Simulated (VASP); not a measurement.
GaAs:

```
CELL_PARAMETERS angstrom
0.00000 2.82685 2.82685
2.82685 0.00000 2.82685
2.82685 2.82685 0.00000
ATOMIC_POSITIONS crystal
As 0.75000 0.75000 0.75000
Ga 0.00000 0.00000 0.00000
```

Base run:

```yaml
Program: VASP 6.6.1
Functional: TB-mBJ
Potentials_or_basis: VASP PAW PBE potentials, release 64 (As, Ga_d)
Cutoff: 520 eV
k_mesh: 8 × 8 × 8
Occupations: fermi-dirac, width 0.05 eV
Spin: no spin polarisation
```

Its results: band gap on the k mesh 1.59 eV, direct.

Question: The run is repeated on the same cell with these changes: functional from TB-mBJ to rSCAN. What comes out?

Answer: Band gap on the k mesh 0.96 eV, direct.

Not every run made on this cell is shown here.
